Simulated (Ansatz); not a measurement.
Consider the formal exchange of groups at the Se–C bond: `[CH3][Zn][Se]C(F)(F)F` + `CCC` → `[CH3][Zn][Se]C(C)C` + `FC(F)F`.

Calculated with Ansatz (gas phase, PBE0-D4/def2-TZVP geometries, no zero-point term in ΔE). CCSD(T)/CBS is the MP2 limit (def2-TZVPP, def2-QZVPP) plus CCSD(T) − MP2 in def2-TZVPP, frozen cores. This one scheme is used for every species. Functionals use def2-TZVPP. For Se, Zn outer-core shells are correlated without core-valence functions, which leaves a few kJ/mol of doubt a bond. Scalar relativity is left out up to krypton. Each species was taken in one conformer, which may not be the lowest.

```
        level  ΔE (kJ/mol)
          PBE         -2.4
HF/def2-QZVPP         -9.5
```

Task: What does CCSD(T)/CBS give? (Estimate.)

Result: Ansatz gave: -17.8 kJ/mol. The listed levels differ from it by 15.4, 8.3 kJ/mol.

Largest T1 diagnostic among the species: 0.013.

From r2SCAN to r2SCAN0 (25 % exact exchange), in def2-TZVPP and without D4, ΔE moves by −3.8 kJ/mol. Leaving LDA and LC-ωPBE aside and taking each functional with its dispersion term where it has one, the values, not all of them listed here, spread over 11.8 kJ/mol, from PBE-QIDH to B97M-V. LDA lies −3.1 kJ/mol from PBE without D4.

CCSD(T)/CBS has its own doubt, a few kJ/mol and more with outer-core shells, so smaller differences from it don't rank the levels.
